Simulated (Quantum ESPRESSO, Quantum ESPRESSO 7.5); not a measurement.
# Lattice constants of stannite Cu2ZnSiTe4 with Quantum ESPRESSO: an engineer's notes

*A first attempt by someone new to these calculations. It holds errors of set-up and of interpretation; a review follows at the end.*

## The measurement

The numbers to reproduce are the two lattice constants of tetragonal Cu$_2$ZnSiTe$_4$ at room temperature. They come from a printed reference work on crystal structure of copper-based quaternary chalcogenide semiconductors. It lists $a = 5.972$ Å and $c = 11.797$ Å, so the cell is a little less than twice as tall as it is wide. These are compiled values. The method of measurement is not given with them, and I have no uncertainty for either number. The cell volume has no measured row of its own, so I compare only the two lengths.

| compared with | measured | source's wording or label | T (K) | method |
| --- | --- | --- | --- | --- |
| a (Å) | 5.972 | 0.5972 nm | room temperature | compiled value, method not stated |
| c (Å) | 11.797 | 1.1797 nm | room temperature | compiled value, method not stated |

Conditions are those given with the value in the passage it was taken from; "not stated" means there, and the paper may say more elsewhere. The values are a selection: others may have been left out beforehand as unlike or outlying.

## Model and target

I need $a$ and $c$ from a calculation, and I need them soon. The model is the stannite cell with 8 atoms, taken from the Materials Project, and the program is left to relax both the cell and the atoms. My target is 1 % on each length, which is about what I would accept for a part on a drawing. The calculation has no temperature in it and the measurement was at room temperature; I assume that this matters less than my 1 %.

I will start with settings from a tutorial that I have already worked through. If the lengths come out right, I stop there. If they do not, I will move to a more expensive setting until they do.

System: Cu2ZnSiTe4, stannite; I-42m (No. 121), 8 atoms in the primitive cell; structure from the Materials Project.

On the selection of runs and values: Further runs on this system are not shown.

## 1. Starting from the silicon tutorial

The tutorial was on silicon and used a cutoff of 20 Ry, which worked without trouble. There is silicon in this compound too, so I keep that value, with LDA and a 6x6x6 k mesh. A low cutoff also makes the run short. I expect both lengths to land within my 1 %.

**Run 1.** Quantum ESPRESSO 7.5: LDA, GBRV ultrasoft potentials, cell and atoms relaxed from the database structure, cutoff 20 Ry (density 160 Ry), 6x6x6 k mesh, Gaussian smearing 0.01 eV.

Key lines of the input:
```
! potential files: GBRV ultrasoft potentials, made for LDA
&control
  calculation = 'vc-relax'
  forc_conv_thr = 2.0d-4
  etot_conv_thr = 1.0d-5
  nstep = 30
/
&system
  nat = 8
  ntyp = 4
  ecutwfc = 20
  ecutrho = 160
  nbnd = 49
  occupations = 'smearing'
  smearing = 'gaussian'
  degauss = 0.00073
/
&electrons
  conv_thr = 1.0d-8
  electron_maxstep = 60
/
&ions
/
&cell
  press_conv_thr = 0.5
/
ATOMIC_SPECIES
  Zn 65.380 Zn.upf
  Si 28.085 Si.upf
  Cu 63.546 Cu.upf
  Te 127.600 Te.upf
[... cell and positions ...]
K_POINTS automatic
  6 6 6 0 0 0
```

Command:
```
OMP_NUM_THREADS=1 mpirun -n 4 pw.x -nk 4 -in relax.in > relax.out
```

Selected lines of the output:
```
     new unit-cell volume =    901.63887 a.u.^3 (   133.60910 Ang^3 )
          total   stress  (Ry/bohr**3)                   (kbar)     P=       -0.04
     bfgs converged in   9 scf cycles and   8 bfgs steps
     new unit-cell volume =    901.63887 a.u.^3 (   133.60910 Ang^3 )
          total   stress  (Ry/bohr**3)                   (kbar)     P=    -6200.10
```

Converged; 3.9 min on 4 cores of Arm Neoverse V2, shared host.

| quantity | run 1 | measured | deviation |
| --- | --- | --- | --- |
| a (Å) | 5.123 | 5.972 | −0.849 (−14.2 %) |
| c (Å) | 10.180 | 11.797 | −1.617 (−13.7 %) |
| conventional cell volume (Å³) | 267.22 |  |  |
| final pressure (GPa) | −620.01 |  |  |

The run converged in 8 steps and the pressure at the end of the relaxation was $-0.04$ kbar, so the program did its job. The cell is still far too small: $a = 5.123$ Å against 5.972 Å, and $c$ is short by nearly the same percentage. After that there is one more pressure, $-6200.10$ kbar. It is negative, which I read as the crystal being pulled together because it is cold. The measurement was made at room temperature and my calculation has no temperature at all. I had assumed that this would stay inside my 1 %, and for this compound it clearly does not.

## 2. Heating the crystal

Fermi-Dirac smearing has a temperature in it, so that is where I can put the heat in. The cell has a long way to grow, so I take a large value, 1.4 eV. I also go up to 45 Ry, since the plan was to pay more if the first try failed. I expect the cell to expand to about the measured size.

**Run 2.** Quantum ESPRESSO 7.5: LDA, GBRV ultrasoft potentials, cell and atoms relaxed from the database structure, cutoff 45 Ry (density 360 Ry), 6x6x6 k mesh, Fermi-Dirac smearing 1.4 eV; stopped from outside after 1373 s, the time that was left for it.

Key lines of the input, as changed from run 1:
```diff
  &system
-   ecutwfc = 20
-   ecutrho = 160
+   ecutwfc = 45
+   ecutrho = 360
-   smearing = 'gaussian'
-   degauss = 0.00073
+   smearing = 'fd'
+   degauss = 0.10290
  &electrons
-   electron_maxstep = 60
+   electron_maxstep = 100
+   mixing_beta = 0.4
```

Selected lines of the output:
```
     kinetic-energy cutoff     =      45.0000  Ry
     number of k points=    30  Fermi-Dirac smearing, width (Ry)=  0.1029
     new unit-cell volume =   1648.28533 a.u.^3 (   244.25069 Ang^3 )
     new unit-cell volume =   1647.40153 a.u.^3 (   244.11972 Ang^3 )
          total   stress  (Ry/bohr**3)                   (kbar)     P=        0.26
     new unit-cell volume =   1647.26543 a.u.^3 (   244.09955 Ang^3 )
          total   stress  (Ry/bohr**3)                   (kbar)     P=        0.23
     new unit-cell volume =   1648.51376 a.u.^3 (   244.28454 Ang^3 )
     estimated scf accuracy    <       0.00000369 Ry
     estimated scf accuracy    <       0.00001896 Ry
     estimated scf accuracy    <       0.00000017 Ry
```

Cut off at its time limit; 23 min on the same hardware.

The heating works. The volume in the output went from 133.609 Å$^3$ in the cold run to 244.285 Å$^3$ here, so temperature was what the first calculation lacked. The run was cut off at its time limit before it finished, so I have no final $a$ and $c$ to put against the measured ones. The volume was hardly changing any more, and the program still kept going over the same cell. I blame the electronic iterations for the lost time: the estimated accuracy was already down to tiny fractions of a Ry, and I do not see what further repetition adds.

## 3. Fewer iterations to save time

I go back to the narrow Gaussian smearing from the silicon tutorial, because that run finished in minutes, and keep 45 Ry as the better quality. To stop the program from polishing, I limit it to 3 SCF iterations per step. This should give me a finished cold cell quickly, and the expansion from heating can be added to it afterwards. I expect it to come out small again, near the first result.

**Run 3.** Quantum ESPRESSO 7.5: LDA, GBRV ultrasoft potentials, cell and atoms relaxed from the database structure, cutoff 45 Ry (density 360 Ry), 6x6x6 k mesh, Gaussian smearing 0.01 eV; at most 3 SCF iterations.

Key lines of the input, as changed from run 1:
```diff
  &control
-   nstep = 30
+   nstep = 60
  &system
-   ecutwfc = 20
-   ecutrho = 160
+   ecutwfc = 45
+   ecutrho = 360
  &electrons
-   conv_thr = 1.0d-8
-   electron_maxstep = 60
+   conv_thr = 1.0d-9
+   electron_maxstep = 3
```

Selected lines of the output:
```
     kinetic-energy cutoff     =      45.0000  Ry
     number of k points=    30  Gaussian smearing, width (Ry)=  0.0007
     estimated scf accuracy    <      93.08709291 Ry
     estimated scf accuracy    <     816.63264544 Ry
     estimated scf accuracy    <      58.75789694 Ry
     convergence NOT achieved after   3 iterations: stopping
```

Not converged; 35 s on the same hardware.

The program stopped after 35 s with no cell at all. The estimated accuracy went from 93 to 817 and then to 59 Ry, so it was jumping around instead of settling. The 20 Ry run with the same narrow smearing had no such trouble. I conclude that 45 Ry is too much for this compound when it is cold, and that the heat was what kept the second run stable.

## 4. A gentler cutoff for the cold cell

I still need the cold cell to add the heating to. I go down to 29 Ry, closer to the value that ran smoothly, and put the iteration limit back up, since a calmer run will not waste the steps. The cutoff should only affect how steadily the program runs, so I expect $a$ to come out near 5.1 Å again.

**Run 4.** Quantum ESPRESSO 7.5: LDA, GBRV ultrasoft potentials, cell and atoms relaxed from the database structure, cutoff 29 Ry (density 232 Ry), 6x6x6 k mesh, Gaussian smearing 0.01 eV.

Key lines of the input, as changed from run 3:
```diff
  &system
-   ecutwfc = 45
-   ecutrho = 360
+   ecutwfc = 29
+   ecutrho = 232
  &electrons
-   conv_thr = 1.0d-9
-   electron_maxstep = 3
+   conv_thr = 1.0d-8
+   electron_maxstep = 100
+   mixing_beta = 0.4
```

Selected lines of the output:
```
          total   stress  (Ry/bohr**3)                   (kbar)     P=       -0.37
          total   stress  (Ry/bohr**3)                   (kbar)     P=     -211.47
```

Converged; 7.4 min on the same hardware.

| quantity | run 4 | measured | deviation |
| --- | --- | --- | --- |
| a (Å) | 5.677 | 5.972 | −0.295 (−4.9 %) |
| c (Å) | 11.294 | 11.797 | −0.503 (−4.3 %) |
| conventional cell volume (Å³) | 364.02 |  |  |
| final pressure (GPa) | −21.147 |  |  |

I expected about 5.1 Å and got $a = 5.677$ Å, with $c = 11.294$ Å. Both are still more than 4 % short. The last pressure is negative again, but it has dropped from $-6200.10$ to $-211.47$ kbar, so the cold pulls on this cell much less than on the first one. I take it that the crystal has two cold forms, a dense one and a looser one, and that the first run fell into the dense one. The looser form must be the one that was measured, because it is nearer. What is still missing in length I put down to LDA, which is the simplest method and probably leaves out some of the forces between the atoms.

## 5. Adding the missing forces

PBEsol with the D3 correction includes van der Waals forces, so it has more physics in it than LDA. More forces between the atoms should hold them further apart, and I expect the remaining 4 to 5 % to close. I go back to 45 Ry for this, because an advanced method deserves the better quality, and I keep the mixing of 0.4 that the last run was happy with. If this fits, I can leave out the heating.

**Run 5.** Quantum ESPRESSO 7.5: PBEsol+D3(BJ), GBRV ultrasoft potentials, cell and atoms relaxed from the database structure, cutoff 45 Ry (density 360 Ry), 6x6x6 k mesh, Gaussian smearing 0.01 eV.

Key lines of the input, as changed from run 4:
```diff
- ! potential files: GBRV ultrasoft potentials, made for LDA
+ ! potential files: GBRV ultrasoft potentials, made for PBEsol
  &system
-   ecutwfc = 29
-   ecutrho = 232
+   ecutwfc = 45
+   ecutrho = 360
+   vdw_corr = 'dft-d3'
+   dftd3_version = 4
```

Command:
```
OMP_NUM_THREADS=1 mpirun -n 8 pw.x -nk 8 -in relax.in > relax.out
```

Selected lines of the output:
```
          total   stress  (Ry/bohr**3)                   (kbar)     P=       -0.01
          total   stress  (Ry/bohr**3)                   (kbar)     P=        0.46
```

Converged; 8.5 min on 8 cores of Arm Neoverse V2, shared host.

| quantity | run 5 | measured | deviation |
| --- | --- | --- | --- |
| a (Å) | 5.883 | 5.972 | −0.089 (−1.5 %) |
| c (Å) | 11.698 | 11.797 | −0.099 (−0.8 %) |
| conventional cell volume (Å³) | 404.87 |  |  |
| final pressure (GPa) | 0.046 |  |  |

This is much closer. $c = 11.698$ Å is 0.8 % short and inside my 1 %, but $a = 5.883$ Å is 1.5 % short and outside it. The van der Waals forces have pushed the atoms apart as I hoped, and the last pressure is now only $0.46$ kbar, so the cold hardly pulls on the cell any more. The run also had no trouble at 45 Ry without heating, which I put down to the extra forces holding the crystal steady. What is left in $a$ must be the heat after all.

## 6. Back to the cold LDA cell

The heated run was made with LDA, so to get the expansion I need a cold LDA cell at the same 45 Ry. That combination failed when I limited the iterations, and I still think it is a difficult one without the van der Waals forces. I therefore make it easier with a 4x4x4 k mesh, which gives the program fewer points to keep in balance. I expect the looser cold form again, with $a$ near 5.68 Å. The difference from the heated volume is then what I add to the van der Waals result.

**Run 6.** Quantum ESPRESSO 7.5: LDA, GBRV ultrasoft potentials, cell and atoms relaxed from the database structure, cutoff 45 Ry (density 360 Ry), 4x4x4 k mesh, Gaussian smearing 0.01 eV.

Key lines of the input, as changed from run 4:
```diff
  &system
-   ecutwfc = 29
-   ecutrho = 232
+   ecutwfc = 45
+   ecutrho = 360
  K_POINTS automatic
-   6 6 6 0 0 0
+   4 4 4 0 0 0
```

Selected lines of the output:
```
     number of k points=    13  Gaussian smearing, width (Ry)=  0.0007
     new unit-cell volume =   1369.13597 a.u.^3 (   202.88502 Ang^3 )
     new unit-cell volume =   1369.13597 a.u.^3 (   202.88502 Ang^3 )
```

Converged; 9.1 min on 4 cores of Arm Neoverse V2, shared host.

| quantity | run 6 | measured | deviation |
| --- | --- | --- | --- |
| a (Å) | 5.887 | 5.972 | −0.085 (−1.4 %) |
| c (Å) | 11.708 | 11.797 | −0.089 (−0.8 %) |
| conventional cell volume (Å³) | 405.77 |  |  |
| final pressure (GPa) | 0.037 |  |  |

I expected $a$ near 5.68 Å and got 5.887 Å, almost the same as with the van der Waals forces. The coarser k mesh has opened the cell: with fewer points there is less holding the atoms together. So the mesh can do the same job as the van der Waals forces.

The heating sum does not work out. From this cold cell to the heated one the volume grows from 202.885 to 244.285 Å$^3$, which is about a fifth, while my lengths are short by only 1.4 % and 0.8 %. Adding all of that would overshoot badly. I think the coarse mesh has spoiled the subtraction, because the heated run was made with 6x6x6.

## 7. The cold cell on the full mesh

I repeat the cold LDA run at 45 Ry with the 6x6x6 mesh, so that it matches the heated one. The extra points should pull the cell back to the looser cold form, with $a$ near 5.68 Å. Then I will have the proper expansion and can decide how much of it to add.

**Run 7.** Quantum ESPRESSO 7.5: LDA, GBRV ultrasoft potentials, cell and atoms relaxed from the database structure, cutoff 45 Ry (density 360 Ry), 6x6x6 k mesh, Gaussian smearing 0.01 eV.

Key lines of the input, as changed from run 4:
```diff
  &system
-   ecutwfc = 29
-   ecutrho = 232
+   ecutwfc = 45
+   ecutrho = 360
```

Selected lines of the output:
```
     new unit-cell volume =   1369.85414 a.u.^3 (   202.99144 Ang^3 )
     new unit-cell volume =   1369.85414 a.u.^3 (   202.99144 Ang^3 )
          total   stress  (Ry/bohr**3)                   (kbar)     P=        0.11
```

Converged; 16 min on the same hardware.

| quantity | run 7 | measured | deviation |
| --- | --- | --- | --- |
| a (Å) | 5.888 | 5.972 | −0.084 (−1.4 %) |
| c (Å) | 11.710 | 11.797 | −0.087 (−0.7 %) |
| conventional cell volume (Å³) | 405.98 |  |  |
| final pressure (GPa) | 0.011 |  |  |

The cell did not go back to 5.68 Å. With the full mesh $a$ is 5.888 Å and $c$ is 11.710 Å, practically the same as with the coarse one, so the mesh was not what opened the cell. I now think there is a third cold form, looser than the other two, and that the crystal settles into it at 45 Ry.

The expansion is no better for the matching mesh. From 202.991 to 244.285 Å$^3$ it is still about a fifth of the volume, far more than I need, and I do not know what share of it belongs to room temperature. I am leaving the heating out.

That leaves $c$ inside my 1 % and $a$ outside it, at 1.4 % short. The last three finished runs give $a$ between 5.883 and 5.888 Å, with and without the van der Waals forces. Since they agree so well and $c$ fits, I suspect that the $a$ in the reference work is a little too large. I will use the cell from this run, because its last pressure is the smallest of all.

## Collected results

| run | settings | a (Å) | deviation | c (Å) | deviation | cost | status |
| --- | --- | --- | --- | --- | --- | --- | --- |
| 1 | LDA, cutoff 20 Ry (density 160 Ry), 6x6x6 k mesh, Gaussian smearing 0.01 eV | 5.123 | −0.849 (−14.2 %) | 10.180 | −1.617 (−13.7 %) | 16 core-min |  |
| 2 | LDA, cutoff 45 Ry (density 360 Ry), 6x6x6 k mesh, Fermi-Dirac smearing 1.4 eV, stopped from outside after 1373 s, the time that was left for it | – |  | – |  | 1.5 core-h | cut off at its time limit |
| 3 | LDA, cutoff 45 Ry (density 360 Ry), 6x6x6 k mesh, Gaussian smearing 0.01 eV, at most 3 SCF iterations | – |  | – |  | 2.4 core-min | not converged |
| 4 | LDA, cutoff 29 Ry (density 232 Ry), 6x6x6 k mesh, Gaussian smearing 0.01 eV | 5.677 | −0.295 (−4.9 %) | 11.294 | −0.503 (−4.3 %) | 29 core-min |  |
| 5 | PBEsol+D3(BJ), cutoff 45 Ry (density 360 Ry), 6x6x6 k mesh, Gaussian smearing 0.01 eV | 5.883 | −0.089 (−1.5 %) | 11.698 | −0.099 (−0.8 %) | 68 core-min |  |
| 6 | LDA, cutoff 45 Ry (density 360 Ry), 4x4x4 k mesh, Gaussian smearing 0.01 eV | 5.887 | −0.085 (−1.4 %) | 11.708 | −0.089 (−0.8 %) | 36 core-min |  |
| 7 | LDA, cutoff 45 Ry (density 360 Ry), 6x6x6 k mesh, Gaussian smearing 0.01 eV | 5.888 | −0.084 (−1.4 %) | 11.710 | −0.087 (−0.7 %) | 64 core-min |  |
|  | measured | 5.972 |  | 11.797 |  |  |  |

## Where I got to

The deadline is here, so I am handing over $a = 5.888$ Å and $c = 11.710$ Å from the last LDA run. $c$ meets my 1 % and $a$ does not, so the target is only half reached. In the hand-over note I will write that the measured $a$ should be looked at again, since three of my runs agree on a smaller one.

My explanation is still that the crystal has several cold forms and that the cutoff decides which of them the program finds. At 20 Ry it finds the dense one, at 29 Ry a looser one and at 45 Ry the loosest. I cannot say which of them is in the real sample, but the last is the nearest to the measurement.

The heating I could not bring to a usable number. It makes the cell grow, but by much too much, and the run was cut off before it finished. With more time I would repeat it with a smaller value than 1.4 eV and adjust that until $a$ fits. For the next compound I will start at 45 Ry, because the crystal seems to prefer it.

## Review

Further runs made for the review:

| reviewer's run | settings | a (Å) | deviation | c (Å) | deviation | cost |
| --- | --- | --- | --- | --- | --- | --- |
| R1 | PBEsol, cutoff 45 Ry (density 360 Ry), 6x6x6 k mesh, Gaussian smearing 0.01 eV | 5.945 | −0.027 (−0.4 %) | 11.821 | +0.024 (+0.2 %) | 52 core-min |
|  | measured | 5.972 |  | 11.797 |  |  |

The 1 % target is a drawing tolerance. Functionals can differ by about that much, so meeting it proves little. Settings should be converged first and compared with the measurement afterwards, not made dearer until the lengths fit. The opening assumption that room temperature matters less than 1 % was reasonable.

Run 1 borrowed silicon's cutoff, but the copper and zinc potentials need far more. The warning was the pressure, which jumped from −0.04 to −6200.10 kbar once the basis was rebuilt for the final cell. That is a basis error, not cold. Run 7's 45 Ry cures it for 64 core-minutes instead of 16.

Run 2 heats the electrons to very roughly 16 000 K, and smearing doesn't supply the lattice vibrations behind thermal expansion. It also raised the cutoff, which accounts for most of the growth credited to heat: run 7 reaches 202.991 Å$^3$ cold. Tuning the smearing until $a$ fits would be mere fitting. The electronic iterations weren't waste, since forces and stresses depend on them.

Run 3 allowed three iterations while tightening the convergence threshold, which the text doesn't mention. Early jumps in the estimated accuracy are ordinary. Run 7 converges cold at 45 Ry with up to 100 iterations and gentler mixing, so neither heat nor van der Waals forces are needed for stability.

Run 4's −211.47 kbar shows that 29 Ry is still too low. Runs 1, 4 and 7 show one structure at three cutoffs, not three cold forms, and most of run 4's shortfall is due to the cutoff, not LDA.

Run 5 changed cutoff, functional and dispersion together. D3 attracts atoms; it doesn't push them apart. Without it, R1 gives $a = 5.945$ Å and $c = 11.821$ Å, against run 5's 5.883 and 11.698 Å. The low final pressure reflects the better cutoff, and ordinary thermal expansion is too small to supply the missing 1.5 % in $a$.

Run 6 opened because its cutoff rose from run 4's 29 Ry, not because its k mesh was coarser; k points sample electronic states and don't hold atoms together. Repeating it as run 7 was the right check: $a$ changed by only 0.001 Å, and the notebook rightly withdrew the mesh explanation. The cheaper mesh suffices for LDA here.

Run 7 is a sound LDA calculation, but its small pressure shows a relaxed cell, not an accurate functional. Its agreement with run 5 is chance: LDA usually binds too tightly, and D3 shrinks the PBEsol cell. That agreement is no case against the measured $a$, and the hand-over note shouldn't make one. For the next compound, the cutoff should be tested for its potentials; crystals don't prefer one.

I trust R1 most, because PBEsol was designed for the lattice constants of solids. It comes within 0.4 % for $a$ and 0.2 % for $c$, which is good agreement. What remains is the shape: $c/a$ is 1.988 in R1 but 1.975 measured, and uniform expansion can't mend that. A different copper–zinc arrangement or a small error in the compiled lengths could explain it; the cause remains open.

[Logs are printed without paths, hosts, clocks, repeated set-up lines and the standing remarks that a program may print on its own settings, such as how far it seeks lower states.]

[The runs shown are a pick from a larger set of finished runs; failed, doubtful and other runs were left out of it ahead of writing. So were measured values far from every level or from commonly accepted values, and agreement can look better than it is. Lines of input and output are excerpts and may be shortened.]
